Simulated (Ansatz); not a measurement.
Runs of Ansatz 0.2.0 on HfN. The structure is hexagonal, space group P6/mmm (No. 191). Conventional cell: a = 3.433 Å, b = 3.433 Å, c = 3.970 Å, α = 90.00°, β = 90.00°, γ = 120.00°. Hf (site symmetry 6/mmm) has 2 N at 1.98 Å as nearest neighbours. N (site symmetry 6/mmm) is surrounded by 2 Hf at 1.98 Å. The cell was built by a generator and needn't be a form met in nature.

```tsv
task	level	cell	cutoff (eV)	gap on the mesh (eV)	pressure (GPa)
single point	r2SCAN50	as given	500	-	-4.2
relaxation of cell and atoms	HSEsol	relaxed	420	none	0.0
single point	r2SCAN0	as given	500	none	-3.4
single point	HF	as given	420	none	3.8
single point	r2SCANh	as given	500	none	(a)
```

Alike in all rows: potentials or basis Ansatz PAW; no spin polarisation; k mesh 5 × 5 × 4; smearing fermi-dirac 0.05 eV; the mesh is coarse, so values aren't converged.

Fill in the values left out.

(a) -2.8.

Caveats: all runs use coarse meshes; the PAW data sets come from PBE, with cores solved anew for the run's functional, which leaves a small shift of forces and pressure; the thresholds are loose for stress (some runs); the plane-wave basis is chosen anew once the cell has moved, so the energies of steps on either side of that aren't comparable (some runs).

A k mesh can miss the band edges, and the runs leave out spin-orbit coupling on Hf.

A gap of «none» marks a metal or a gap under the smearing width.
